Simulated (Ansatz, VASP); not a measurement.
# S: VASP beside Ansatz

```xyz
3
Lattice="4.2818 0.0000 0.0000 -2.1409 3.7082 0.0000 0.0000 0.0000 4.4160" Properties=species:S:1:pos:R:3 pbc="T T T"
S     0.8479    0.0000    1.4720
S    -0.4239    0.7343    2.9440
S     1.7170    2.9739    0.0000
```

Alike in both runs: functional PBEsol; k mesh 6 × 6 × 4; occupations gaussian, width 0.1 eV; no spin polarisation.

Ansatz relaxed the structure, and its values are those at the end. VASP's run is a single point on that final structure, the one shown.

|  | VASP | Ansatz |
| --- | --- | --- |
| version | VASP 6.6.1 | Ansatz 0.2.0 |
| potentials or method | VASP PAW PBE potentials, release 64 (S) | scalar-relativistic, plane waves, PAW |
| plane-wave cutoff (eV) | 520 | 420 |
| valence electrons in the cell | 18 | 18 |

```tsv
	VASP	Ansatz	Ansatz less VASP
gap on the k mesh at the Fermi level (eV)	1.72	1.66	-0.057
least direct gap on the mesh (eV)	2.12	2.05	-0.067
pressure (GPa)	-0.1	0.2	+0.37
rms of the force components (eV/Å)	0.051	0.000	-0.0503
```

Caveats: the PAW data sets were made with another functional, which shifts forces and pressure a little (VASP). A k mesh can miss the band edges.
